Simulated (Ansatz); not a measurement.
The calculation used DFT PBE+D3(BJ), scalar-relativistic, plane waves, PAW (Ansatz 0.2.0).

Structure of MoS$_{2}$:

```
CELL_PARAMETERS angstrom
1.56673 0.90455 5.95890
-1.56673 0.90455 5.95890
0.00000 -1.80910 5.95890
ATOMIC_POSITIONS crystal
Mo 0.00000 0.00000 0.00000
S 0.75633 0.75633 0.75633
S 0.24367 0.24367 0.24367
```

Plane waves to 420 eV, a k mesh through Γ of 18×18×18 on the computed 3-atom cell and Gaussian smearing (0.10 eV); no spin polarisation.

Levels along Γ–T–H2 | H0–L–Γ–S0 | S2–F–Γ, in eV from the Fermi level, sorted by energy at each point. Points in fractions of the primitive reciprocal vectors: Γ (0.000 0.000 0.000), T (0.500 0.500 0.500), H2 (0.818 0.182 0.500), H0 (0.500 -0.182 0.182), L (0.500 0.000 0.000), S0 (0.341 -0.341 0.000), S2 (0.659 0.000 0.341), F (0.500 0.000 0.500).
```tsv
point	k (1/Å, with 2π)	band 11	band 12	band 13	band 14	band 15	band 16	band 17
Γ	0.000	-1.42	-0.81	-0.81	0.06	0.06	3.16	3.16
-	0.075	-1.12	-0.81	-0.81	0.04	0.04	3.17	3.17
-	0.151	-0.81	-0.81	-0.80	0.02	0.02	3.20	3.20
-	0.226	-0.81	-0.81	-0.55	-0.02	-0.02	3.24	3.24
-	0.301	-0.80	-0.80	-0.35	-0.07	-0.07	3.29	3.29
-	0.377	-0.80	-0.80	-0.22	-0.11	-0.11	3.33	3.33
-	0.452	-0.79	-0.79	-0.14	-0.14	-0.14	3.36	3.36
T	0.527	-0.79	-0.79	-0.15	-0.15	-0.11	3.37	3.37
-	0.709	-1.40	-1.24	-0.48	0.17	0.48	3.07	3.32
-	0.892	-2.52	-1.81	-0.58	0.34	0.98	2.73	3.14
-	1.074	-3.11	-1.95	-0.58	0.00	1.43	2.87	2.93
-	1.256	-3.38	-2.04	-0.35	-0.34	1.80	2.67	3.36
-	1.438	-3.62	-2.41	-0.37	0.04	1.95	2.73	3.63
-	1.620	-3.52	-2.84	-0.21	0.36	1.73	3.04	3.56
H2	1.802	-3.73	-3.21	0.08	0.69	1.15	3.17	3.47
H0	1.802	-3.73	-3.21	0.08	0.69	1.15	3.17	3.47
-	1.907	-3.94	-3.38	0.32	0.53	1.15	2.87	3.66
-	2.011	-4.05	-3.48	0.14	0.62	1.40	2.58	3.78
-	2.115	-3.81	-3.38	-0.23	0.95	1.66	2.35	3.86
-	2.220	-3.29	-3.13	-0.57	1.23	1.87	2.31	3.91
-	2.324	-2.91	-2.73	-0.87	1.34	2.02	2.54	3.93
-	2.428	-2.77	-2.24	-1.14	1.36	2.11	2.89	3.94
L	2.532	-2.73	-2.01	-1.28	1.36	2.14	3.07	3.94
-	2.700	-2.89	-1.98	-1.34	1.30	1.93	3.06	3.88
-	2.867	-3.01	-1.90	-1.49	1.19	1.42	3.04	3.67
-	3.034	-2.49	-1.77	-1.68	0.85	1.10	2.99	3.29
-	3.201	-1.81	-1.74	-1.54	0.40	0.99	2.86	2.96
-	3.369	-1.64	-1.53	-1.15	0.18	0.74	2.67	3.00
-	3.536	-1.43	-1.11	-1.10	0.11	0.34	2.92	3.11
Γ	3.703	-1.42	-0.81	-0.81	0.06	0.06	3.16	3.16
-	3.899	-1.46	-1.24	-1.15	0.17	0.39	2.89	3.05
-	4.094	-2.19	-1.32	-1.32	0.44	0.59	2.70	2.96
-	4.290	-2.97	-1.94	-1.13	0.56	0.93	2.21	3.75
-	4.485	-3.40	-2.78	-0.72	0.51	1.55	1.82	4.58
-	4.680	-3.91	-3.53	-0.18	0.47	1.62	2.00	4.85
-	4.876	-3.92	-3.71	0.20	0.53	1.41	2.27	4.34
S0	5.071	-3.87	-3.23	0.11	0.74	1.08	3.10	3.51
S2	5.071	-3.87	-3.23	0.11	0.74	1.08	3.10	3.51
-	5.162	-3.94	-2.97	-0.20	0.86	1.21	3.19	3.55
-	5.253	-4.05	-2.75	-0.54	0.98	1.39	3.00	4.00
-	5.344	-4.10	-2.60	-0.86	1.06	1.55	2.99	4.39
-	5.435	-3.60	-2.56	-1.13	1.13	1.68	3.14	4.70
-	5.526	-3.09	-2.63	-1.38	1.23	1.75	3.39	4.88
-	5.617	-2.76	-2.67	-1.59	1.32	1.78	3.65	4.85
F	5.709	-2.83	-2.49	-1.69	1.36	1.79	3.78	4.67
-	5.881	-3.15	-2.15	-1.70	1.26	1.53	3.72	4.52
-	6.054	-3.10	-1.75	-1.72	0.98	1.07	3.54	4.30
-	6.227	-2.58	-1.77	-1.42	0.50	0.93	3.28	3.70
-	6.400	-2.03	-1.74	-1.21	0.28	0.86	3.05	3.08
-	6.573	-1.68	-1.50	-1.13	0.24	0.69	2.77	2.98
-	6.746	-1.23	-1.21	-1.09	0.14	0.33	2.95	3.09
Γ	6.918	-1.42	-0.81	-0.81	0.06	0.06	3.16	3.16
```

This form isn't the usual stable structure of the compound.